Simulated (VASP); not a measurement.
# Ga2O3 (C2/m) in VASP: settings compared

One crystal, Ga2O3, is run at these levels: PBE, LDA, PBEsol; tasks: relaxation of the atoms.

All numbers are computed with VASP 6.6.1; they aren't measurements. Logs are shortened: lines on timing, memory, paths and dates and some standing lists are left out, and cuts for length are marked.

## Step 1: The structure

The structure is monoclinic, space group C2/m (No. 12). The conventional cell has a = 12.214 Å, b = 3.037 Å, c = 5.798 Å, α = 90.00°, β = 103.83°, γ = 90.00°. Ga (site symmetry m) has 4 O at 1.83 to 1.86 Å as nearest neighbours. Around Ga (site symmetry m) lie 6 O at 1.94 to 2.07 Å. Around O (site symmetry m) lie 3 Ga at 1.83 to 1.94 Å. Around O (site symmetry m) lie 4 Ga at 1.86 to 2.07 Å. O (site symmetry m) has 3 Ga at 1.83 to 1.94 Å as nearest neighbours.

## Step 2: Relaxation of the atoms, PBE

Contents of INCAR:

```
SYSTEM = Ga2O3
PREC = Accurate
ENCUT = 520
EDIFF = 1E-7
ISMEAR = -1
SIGMA = 0.05
LREAL = .FALSE.
LASPH = .TRUE.
NELM = 100
ALGO = Normal
ISIF = 2
LWAVE = .FALSE.
LCHARG = .FALSE.
GGA = PE
IBRION = 2
NSW = 40
EDIFFG = -0.02
```

Contents of KPOINTS:

```
Automatic mesh
0
G
  8 8 4
  0 0 0
```

Contents of POSCAR:

```
Ga2O3
1.0
    6.1070000000     -1.5185500000      0.0000000000
    6.1070000000      1.5185500000      0.0000000000
   -1.3859888959      0.0000000000      5.6300087380
Ga O
4 6
Direct
    0.0905000000      0.0905000000      0.7946000000
    0.9095000000      0.9095000000      0.2054000000
    0.6586600000      0.6586600000      0.3140200000
    0.3413400000      0.3413400000      0.6859800000
    0.1645000000      0.1645000000      0.1098000000
    0.8355000000      0.8355000000      0.8902000000
    0.1733000000      0.1733000000      0.5632000000
    0.8267000000      0.8267000000      0.4368000000
    0.4959000000      0.4959000000      0.2566000000
    0.5041000000      0.5041000000      0.7434000000
```

Potentials or basis: VASP PAW PBE potentials, release 64 (Ga_d, O).

Run with:

```bash
> cat potpaw_PBE.64/Ga_d/POTCAR potpaw_PBE.64/O/POTCAR > POTCAR
> mpirun -np 1 vasp_std > vasp.out
```

OUTCAR:

```text
SYSTEM = Ga2O3
   PREC = Accurate
   ENCUT = 520
   EDIFF = 1E-7
   ISMEAR = -1
   LREAL = .FALSE.
   LASPH = .TRUE.
   NELM = 100
   ISIF = 2
   GGA = PE
   IBRION = 2
   NSW = 40
   EDIFFG = -0.02

 ion  position               nearest neighbor table
   1  0.090  0.090  0.795-  10 1.83  10 1.83   5 1.83   7 1.86
   2  0.910  0.910  0.205-   9 1.83   9 1.83   6 1.83   8 1.86
   3  0.659  0.659  0.314-   9 1.94   5 1.94   5 1.94   8 2.01   7 2.07   7 2.07
   4  0.341  0.341  0.686-  10 1.94   6 1.94   6 1.94   7 2.01   8 2.07   8 2.07
   5  0.164  0.164  0.110-   1 1.83   3 1.94   3 1.94
   6  0.836  0.836  0.890-   2 1.83   4 1.94   4 1.94
   7  0.173  0.173  0.563-   1 1.86   4 2.01   3 2.07   3 2.07
   8  0.827  0.827  0.437-   2 1.86   3 2.01   4 2.07   4 2.07
   9  0.496  0.496  0.257-   2 1.83   2 1.83   3 1.94
  10  0.504  0.504  0.743-   1 1.83   1 1.83   4 1.94

  LATTYP: Found a base centered monoclinic cell.
 ALAT       =    12.2140000000
 B/A-ratio  =     0.2486572785
 C/A-ratio  =     0.4747093499
 COS(beta)  =    -0.2390419096

  Lattice vectors:

 A1 = (   6.1070000000,  -1.5185500000,   0.0000000000)
 A2 = (   6.1070000000,   1.5185500000,   0.0000000000)
 A3 = (  -1.3859888959,   0.0000000000,   5.6300087380)

Analysis of symmetry for initial positions (statically):
=====================================================================
 Subroutine PRICEL returns:
 Original cell was already a primitive cell.

 Routine SETGRP: Setting up the symmetry group for a
 base centered monoclinic supercell.

 Subroutine GETGRP returns: Found  4 space group operations
 (whereof  4 operations were pure point group operations)
 out of a pool of  4 trial point group operations.

The static configuration has the point symmetry C_2h.

Analysis of symmetry for dynamics (positions and initial velocities):
=====================================================================
 Subroutine PRICEL returns:
 Original cell was already a primitive cell.

 Routine SETGRP: Setting up the symmetry group for a
 base centered monoclinic supercell.

 Subroutine GETGRP returns: Found  4 space group operations
 (whereof  4 operations were pure point group operations)
 out of a pool of  4 trial point group operations.

The dynamic configuration has the point symmetry C_2h.

 Subroutine INISYM returns: Found  4 space group operations
 (whereof  4 operations are pure point group operations),
 and found     1 'primitive' translations

----------------------------------------------------------------------------------------

                                     Primitive cell

  volume of cell :     104.4230

  direct lattice vectors                    reciprocal lattice vectors
     6.107000000 -1.518550000  0.000000000     0.081873260 -0.329261467  0.020155462
     6.107000000  1.518550000  0.000000000     0.081873260  0.329261467  0.020155462
    -1.385988896  0.000000000  5.630008738     0.000000000  0.000000000  0.177619618

  length of vectors
     6.292967750  6.292967750  5.798100000     0.339886138  0.339886138  0.177619618

  position of ions in fractional coordinates (direct lattice)
     0.090500000  0.090500000  0.794600000
     0.909500000  0.909500000  0.205400000
     0.658660000  0.658660000  0.314020000
     0.341340000  0.341340000  0.685980000
     0.164500000  0.164500000  0.109800000
     0.835500000  0.835500000  0.890200000
     0.173300000  0.173300000  0.563200000
     0.826700000  0.826700000  0.436800000
     0.495900000  0.495900000  0.256600000
     0.504100000  0.504100000  0.743400000

  ion indices of the primitive-cell ions
   primitive index   ion index
                 1           1
                 2           2
                 3           3
                 4           4
                 5           5
                 6           6
                 7           7
                 8           8
                 9           9
                10          10

----------------------------------------------------------------------------------------

[... 48 lines left out ...]
 conjugate gradient relaxation of ions
 non-spin polarized calculation
  energy-cutoff  :      520.00
  volume of cell :      104.42
 maximum number of plane-waves:      2846
   NGX = 23   NGY = 23   NGZ = 21

--------------------------------------- Ionic step        1  -------------------------------------------

 number of electron      88.0000020 magnetization

 Free energy of the ion-electron system (eV)
  ---------------------------------------------------
  ext. energy  EPLUGINS =         0.00000000
  ---------------------------------------------------
  free energy    TOTEN  =       -59.50423122 eV

  energy without entropy =      -59.50423122  energy(sigma->0) =      -59.50423122

------------------------ aborting loop because EDIFF is reached ----------------------------------------

  FORCE on cell =-STRESS in cart. coord.  units (eV):
  Direction    XX          YY          ZZ          XY          YZ          ZX
  --------------------------------------------------------------------------------------
  -------------------------------------------------------------------------------------
  Total        6.4774029      7.1460314      6.3007107      0.0000000      0.0000000      0.1109076
  in kB       99.3837578    109.6426242     96.6727434      0.0000000      0.0000000      1.7016723
  external PRESSURE =     101.8997084 kB  Pullay stress =       0.0000000 kB
[... 113 lines left out ...]
  FREE ENERGIE OF THE ION-ELECTRON SYSTEM (eV)
  ---------------------------------------------------
  free  energy   TOTEN  =       -59.5111528055 eV

  energy  without entropy=      -59.5111528055  energy(sigma->0) =      -59.51115281

[... ionic steps 4 to 8 ...]

--------------------------------------- Ionic step        9  -------------------------------------------

 number of electron      88.0000012 magnetization

------------------------ aborting loop because EDIFF is reached ----------------------------------------

  FORCE on cell =-STRESS in cart. coord.  units (eV):
  Direction    XX          YY          ZZ          XY          YZ          ZX
  --------------------------------------------------------------------------------------
  -------------------------------------------------------------------------------------
  Total        5.5247761      6.0616524      5.9710626      0.0000000      0.0000000      0.1002840
  in kB       84.7674621     93.0048363     91.6149026      0.0000000      0.0000000      1.5386724
  external PRESSURE =      89.7957337 kB  Pullay stress =       0.0000000 kB
[... 73 lines left out ...]
  energy  without entropy=      -59.5218590082  energy(sigma->0) =      -59.52185901

--------------------------------------- Ionic step       11  -------------------------------------------

 number of electron      88.0000012 magnetization

 Free energy of the ion-electron system (eV)
  ---------------------------------------------------
  ext. energy  EPLUGINS =         0.00000000
  ---------------------------------------------------
  free energy    TOTEN  =       -59.52186366 eV

  energy without entropy =      -59.52186366  energy(sigma->0) =      -59.52186366

 E-fermi :   5.0472     XC(G=0): -11.6562

 val. band max:        3.9126964837   @ k =   0.5000   0.3750   0.5000
 cond. band min:       6.2774924321   @ k =   0.0000   0.0000   0.0000
 fundamental gap:      2.3647959485
 Fermi energy:         5.0471637870

 k-point     1 :       0.0000    0.0000    0.0000
  band No.  band energies     occupation
      1     -15.0291      2.00000
      2     -13.8287      2.00000
      3     -13.8180      2.00000
      4     -13.7045      2.00000
      5     -13.2398      2.00000
      6     -13.2321      2.00000
[... 1309 lines left out ...]
     51      13.5606      0.00000
     52      13.9325      0.00000

 [... further k-points ...]

------------------------ aborting loop because EDIFF is reached ----------------------------------------

  FORCE on cell =-STRESS in cart. coord.  units (eV):
  Direction    XX          YY          ZZ          XY          YZ          ZX
  --------------------------------------------------------------------------------------
  -------------------------------------------------------------------------------------
  Total        5.5439819      6.0304738      5.9023277      0.0000000      0.0000000      0.0764832
  in kB       85.0621405     92.5264581     90.5602935      0.0000000      0.0000000      1.1734934
  external PRESSURE =      89.3829640 kB  Pullay stress =       0.0000000 kB
[... 25 lines left out ...]
  FREE ENERGIE OF THE ION-ELECTRON SYSTEM (eV)
  ---------------------------------------------------
  free  energy   TOTEN  =       -59.5218636567 eV

  energy  without entropy=      -59.5218636566  energy(sigma->0) =      -59.52186366

 reached required accuracy - stopping structural energy minimisation
```

It took 48 min on 1 thread of Intel Xeon Platinum 8559C (Emerald Rapids), shared host; peak memory 0.58 GiB.

Results:

```
Free energy                  : -59.5219 eV
Energy gained by relaxing    : 1.8 meV/atom
Ionic steps                  : 11
Pressure after relaxing      : 8.9 GPa
Largest force after relaxing : 0.019 eV/Å
Band gap on the k mesh       : 2.36 eV, indirect (least direct gap 2.39 eV)
```

Forces in eV/Å, atoms in the order of the input:
```
Ga  -0.012  0.000  0.015
Ga   0.012  0.000 -0.015
Ga  -0.010  0.000 -0.005
Ga   0.010  0.000  0.005
O    0.000  0.000 -0.017
O    0.000  0.000  0.017
O    0.008  0.000  0.002
O   -0.008  0.000 -0.002
O   -0.007  0.000 -0.004
O    0.007  0.000  0.004
```

Stress tensor (GPa, compression positive):
```
8.51 0.00 0.12
0.00 9.25 0.00
0.12 0.00 9.06
```

The path:
```
step  energy change (eV)  largest force (eV/Å)  pressure (GPa)
   1              0.0000                0.2446           10.19
   2             -0.0066                0.2101            9.84
   3             -0.0069                0.2186            9.75
   4             -0.0118                0.1004            9.47
   5             -0.0127                0.1317            9.29
   6             -0.0155                0.0865            9.13
   7             -0.0156                0.0975            9.10
   8             -0.0168                0.0692            9.03
   9             -0.0170                0.0613            8.98
  10             -0.0176                0.0249            8.94
  11             -0.0176                0.0195            8.94
```

Final structure:
```
CELL_PARAMETERS angstrom
6.10700 -1.51855 0.00000
6.10700 1.51855 0.00000
-1.38599 0.00000 5.63001
ATOMIC_POSITIONS crystal
Ga 0.09154 0.09154 0.79560
Ga 0.90846 0.90846 0.20440
Ga 0.65927 0.65927 0.31303
Ga 0.34073 0.34073 0.68697
O 0.16941 0.16941 0.10879
O 0.83059 0.83059 0.89121
O 0.17203 0.17203 0.55981
O 0.82797 0.82797 0.44019
O 0.49648 0.49648 0.25344
O 0.50352 0.50352 0.74656
```

Levels at points of the mesh, in eV from the valence-band top:
```csv
k point,band 40,band 41,band 42,band 43,band 44,band 45,band 46,band 47,band 48,band 49
"(0.00, 0.00, 0.00)",-0.68,-0.68,-0.50,-0.28,-0.03,2.36,5.65,6.72,6.73,7.78
"(0.50, 0.00, 0.00)",-1.33,-0.76,-0.73,-0.47,-0.13,5.64,6.49,7.19,7.48,7.94
"(0.50, 0.50, 0.00)",-1.13,-0.69,-0.67,-0.39,-0.17,4.57,4.80,5.80,6.49,7.97
"(0.00, 0.00, 0.50)",-1.39,-0.73,-0.65,-0.48,-0.31,4.75,4.85,6.75,7.14,7.77
"(0.50, 0.00, 0.50)",-1.24,-1.10,-1.05,-0.74,-0.67,6.89,6.91,7.79,7.95,8.44
"(0.50, 0.50, 0.50)",-0.74,-0.68,-0.57,-0.55,-0.02,5.16,5.26,6.25,6.48,7.11
```

A k mesh can miss the band edges. Expect the measured gap to be larger: semilocal functionals such as PBE lack the derivative discontinuity.

## Step 3: Relaxation of the atoms, LDA

Contents of INCAR:

```
SYSTEM = Ga2O3
PREC = Accurate ; ENCUT = 520
EDIFF = 1E-6 ; ISMEAR = -1
SIGMA = 0.05 ; LREAL = .False.
LASPH = .True. ; NELM = 80
ALGO = Normal ; ISIF = 2
LWAVE = .False. ; LCHARG = .False.
IBRION = 2 ; NSW = 60
EDIFFG = -0.02
```

Contents of KPOINTS:

```
Automatic mesh
0
Gamma
  8 8 4
  0 0 0
```

POSCAR is that of step 2.

Potentials or basis: VASP PAW LDA potentials, release 64 (Ga_d, O).

Run with:

```bash
> cat potpaw_LDA.64/Ga_d/POTCAR potpaw_LDA.64/O/POTCAR > POTCAR
> mpirun -np 1 vasp_std > vasp.out
```

Wall time 27 min (1 thread of Intel Xeon Platinum 8488C (Sapphire Rapids), shared host); peak memory 0.47 GiB.

It converged, with:

- Free energy: -68.2241 eV
- Energy gained by relaxing: 0.1 meV/atom
- Ionic steps: 5
- Pressure after relaxing: -2.4 GPa
- Largest force after relaxing: 0.015 eV/Å
- Band gap on the k mesh: 2.32 eV, indirect (least direct gap 2.35 eV)

Forces in eV/Å, atoms in the order of the input:
```
Ga   0.002  0.000  0.015
Ga  -0.002  0.000 -0.015
Ga  -0.002  0.000 -0.005
Ga   0.002  0.000  0.005
O   -0.002  0.000 -0.004
O    0.002  0.000  0.004
O   -0.006  0.000  0.001
O    0.006  0.000 -0.001
O   -0.009  0.000  0.000
O    0.009  0.000  0.000
```

Stress tensor (GPa, compression positive):
```
-2.18  0.00  0.11
 0.00 -2.32  0.00
 0.11  0.00 -2.71
```

The path:
```
step  energy change (eV)  largest force (eV/Å)  pressure (GPa)
   1              0.0000                0.0976           -2.35
   2             -0.0008                0.0540           -2.41
   3             -0.0009                0.0252           -2.38
   4             -0.0009                0.0237           -2.39
   5             -0.0009                0.0151           -2.40
```

Final structure:
```
Ga O
1.0
     6.10700   -1.51855    0.00000
     6.10700    1.51855    0.00000
    -1.38599    0.00000    5.63001
Ga O
4 6
Direct
  0.09065 0.09065 0.79478
  0.90935 0.90935 0.20522
  0.65864 0.65864 0.31455
  0.34136 0.34136 0.68545
  0.16445 0.16445 0.10972
  0.83555 0.83555 0.89028
  0.17343 0.17343 0.56275
  0.82657 0.82657 0.43725
  0.49621 0.49621 0.25661
  0.50379 0.50379 0.74339
```

Levels at points of the mesh, in eV from the valence-band top:
| k point | band 41 | band 42 | band 43 | band 44 | band 45 | band 46 | band 47 | band 48 |
| --- | --- | --- | --- | --- | --- | --- | --- | --- |
| (0.00, 0.00, 0.00) | -0.69 | -0.49 | -0.29 | -0.02 | 2.32 | 5.53 | 6.54 | 6.63 |
| (0.50, 0.00, 0.00) | -0.79 | -0.74 | -0.48 | -0.12 | 5.46 | 6.35 | 7.06 | 7.32 |
| (0.50, 0.50, 0.00) | -0.70 | -0.69 | -0.43 | -0.16 | 4.46 | 4.73 | 5.61 | 6.44 |
| (0.00, 0.00, 0.50) | -0.68 | -0.66 | -0.52 | -0.30 | 4.68 | 4.79 | 6.60 | 7.05 |
| (0.50, 0.00, 0.50) | -1.14 | -1.07 | -0.75 | -0.66 | 6.74 | 6.78 | 7.65 | 7.83 |
| (0.50, 0.50, 0.50) | -0.66 | -0.63 | -0.62 | -0.01 | 5.09 | 5.19 | 6.12 | 6.43 |

A k mesh can miss the band edges.

## Step 4: Relaxation of the atoms, PBEsol

Contents of INCAR:

```
SYSTEM = Ga2O3
ALGO     = Normal         ! electronic algorithm
EDIFF    = 1E-6           ! SCF threshold, eV
EDIFFG   = -0.02          ! ionic threshold
ENCUT    = 520            ! plane-wave cutoff, eV
GGA      = PS             ! functional
IBRION   = 2              ! ionic algorithm
ISIF     = 2              ! what is computed and relaxed
ISMEAR   = -1             ! smearing method
LASPH    = .True.         ! aspherical terms in the spheres
LCHARG   = .False.        ! write CHGCAR
LREAL    = .False.        ! projectors in reciprocal space
LWAVE    = .False.        ! write WAVECAR
NELM     = 60             ! most SCF steps
NSW      = 60             ! ionic steps
PREC     = Accurate       ! precision mode
SIGMA    = 0.05           ! smearing width, eV
```

Contents of KPOINTS:

```
k-points
0
Gamma
  8 8 4
  0 0 0
```

POSCAR is that of step 3.

Potentials or basis: VASP PAW PBE potentials, release 64 (Ga_d, O).

Run with:

```bash
> cat potpaw_PBE.64/Ga_d/POTCAR potpaw_PBE.64/O/POTCAR > POTCAR
> mpirun -np 1 vasp_std > vasp.out
```

Run time: 34 min. Hardware: 1 thread of Intel Xeon 6975P-C (Granite Rapids), shared host; peak memory 0.55 GiB.

It converged, with:

* Free energy: -63.8843 eV
* Energy gained by relaxing: 0.4 meV/atom
* Ionic steps: 11
* Pressure after relaxing: 2.3 GPa
* Largest force after relaxing: 0.013 eV/Å
* Band gap on the k mesh: 2.31 eV, indirect (least direct gap 2.34 eV)

Forces in eV/Å, atoms in the order of the input:
```
Ga  -0.004  0.000  0.003
Ga   0.004  0.000 -0.003
Ga  -0.009  0.000  0.003
Ga   0.009  0.000 -0.003
O    0.007  0.000 -0.011
O   -0.007  0.000  0.011
O    0.001  0.000 -0.004
O   -0.001  0.000  0.004
O    0.003  0.000 -0.013
O   -0.003  0.000  0.013
```

Stress tensor (GPa, compression positive):
```
2.19 0.00 0.14
0.00 2.47 0.00
0.14 0.00 2.19
```

The path:
| step | energy change (eV) | largest force (eV/Å) | pressure (GPa) |
| --- | --- | --- | --- |
| 1 | 0.0000 | 0.1140 | 2.75 |
| 2 | -0.0018 | 0.1047 | 2.64 |
| 3 | -0.0018 | 0.1044 | 2.64 |
| 4 | -0.0028 | 0.0527 | 2.50 |
| 5 | -0.0029 | 0.0706 | 2.39 |
| 6 | -0.0035 | 0.0482 | 2.32 |
| 7 | -0.0037 | 0.0475 | 2.21 |
| 8 | -0.0037 | 0.0419 | 2.25 |
| 9 | -0.0039 | 0.0365 | 2.26 |
| 10 | -0.0040 | 0.0336 | 2.27 |
| 11 | -0.0041 | 0.0132 | 2.29 |

Final structure:
```
Ga O
1.0
     6.10700   -1.51855    0.00000
     6.10700    1.51855    0.00000
    -1.38599    0.00000    5.63001
Ga O
4 6
Direct
  0.09100 0.09100 0.79538
  0.90900 0.90900 0.20462
  0.65887 0.65887 0.31395
  0.34113 0.34113 0.68605
  0.16655 0.16655 0.10941
  0.83345 0.83345 0.89059
  0.17285 0.17285 0.56182
  0.82715 0.82715 0.43818
  0.49626 0.49626 0.25557
  0.50374 0.50374 0.74443
```

Levels at points of the mesh, in eV from the valence-band top:
| k point | band 40 | band 41 | band 42 | band 43 | band 44 | band 45 | band 46 | band 47 | band 48 | band 49 |
| --- | --- | --- | --- | --- | --- | --- | --- | --- | --- | --- |
| (0.00, 0.00, 0.00) | -0.69 | -0.68 | -0.49 | -0.29 | -0.02 | 2.31 | 5.60 | 6.61 | 6.68 | 7.64 |
| (0.50, 0.00, 0.00) | -1.33 | -0.77 | -0.74 | -0.47 | -0.12 | 5.54 | 6.42 | 7.15 | 7.42 | 7.89 |
| (0.50, 0.50, 0.00) | -1.12 | -0.69 | -0.68 | -0.42 | -0.16 | 4.51 | 4.76 | 5.68 | 6.47 | 7.85 |
| (0.00, 0.00, 0.50) | -1.43 | -0.70 | -0.65 | -0.50 | -0.31 | 4.71 | 4.82 | 6.68 | 7.12 | 7.64 |
| (0.50, 0.00, 0.50) | -1.26 | -1.11 | -1.09 | -0.76 | -0.66 | 6.83 | 6.85 | 7.74 | 7.92 | 8.34 |
| (0.50, 0.50, 0.50) | -0.73 | -0.67 | -0.60 | -0.59 | -0.01 | 5.12 | 5.23 | 6.18 | 6.46 | 6.89 |

Caveat: the PAW data sets were made with another functional, which shifts forces and pressure a little.

## Step 5: The runs side by side

| level | potentials or basis | gap on the mesh (eV) | pressure (GPa) | largest force (eV/Å) |
| --- | --- | --- | --- | --- |
| PBE | VASP PAW PBE potentials, release 64 (Ga_d, O) | 2.36 | 8.9 | 0.02 |
| LDA | VASP PAW LDA potentials, release 64 (Ga_d, O) | 2.32 | -2.4 | 0.02 |
| PBEsol | VASP PAW PBE potentials, release 64 (Ga_d, O) | 2.31 | 2.3 | 0.01 |

Alike in all rows: task relaxation of the atoms; no spin polarisation; cell atoms relaxed; k mesh 8 × 8 × 4; cutoff (eV) 520; smearing fermi-dirac 0.05 eV.

Caveats: the PAW data sets were made with another functional, which shifts forces and pressure a little (some runs).

Total energies depend on the potentials used, so only differences within one code and one set of settings carry meaning.
